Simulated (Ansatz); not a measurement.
Rb in Ansatz: convergence with k mesh

Crystal: Rb.

```xyz
1
Lattice="-2.8025 2.8025 2.8025 2.8025 -2.8025 2.8025 2.8025 2.8025 -2.8025" Properties=species:S:1:pos:R:3 pbc="T T T"
Rb    0.0000    0.0000    0.0000
```

* Program: Ansatz 0.2.0
* Task: convergence study
* Functional: PBEsol
* Potentials or basis: all-electron LAPW, scalar-relativistic
* Cutoff: 52 eV (chosen from the basis error)
* Basis error allowed: 0.001 eV/atom
* k mesh: 1 × 1 × 1
* Occupations: fermi-dirac, width 0.05 eV
* Spin: no spin polarisation

These are the settings of the first run; the series varies k mesh, with any setting tied to it.

Hardware: 1 thread of Intel(R) Xeon(R) Processor @ 2.70GHz, with other jobs on the host.

| k mesh | energy less the tightest run, at zero smearing (meV/atom) | pressure (GPa) | SCF cycles | CPU time (s) | peak memory (GiB) |
| --- | --- | --- | --- | --- | --- |
| 1 × 1 × 1 | -1042.95 | -0.15 | 5 | 0.73 | 0.21 |
| 2 × 2 × 2 | 383.91 | -0.30 | 5 | 0.83 | 0.21 |
| 4 × 4 × 4 | 59.17 | 0.03 | 5 | 1.1 | 0.21 |
| 5 × 5 × 5 | -6.00 | -0.07 | 5 | 1.1 | 0.21 |
| 6 × 6 × 6 | 13.54 | -0.03 | 5 | 0.96 | 0.21 |
| 7 × 7 × 7 | -5.29 | -0.06 | 5 | 0.96 | 0.22 |
| 8 × 8 × 8 | 2.97 | -0.04 | 7 | 1.6 | 0.22 |
| 10 × 10 × 10 | 0.00 | -0.05 | 7 | 2.8 | 0.22 |

Against the tightest run, the pressure stays within 0.1 GPa from 4 × 4 × 4 on. Not settled before the last step: the energy (to 1 meV/atom). Meshes of other sizes hit other points, so gaps and Fermi surfaces needn't settle smoothly. The tightest run that finished is the yardstick and may itself not be fully converged.
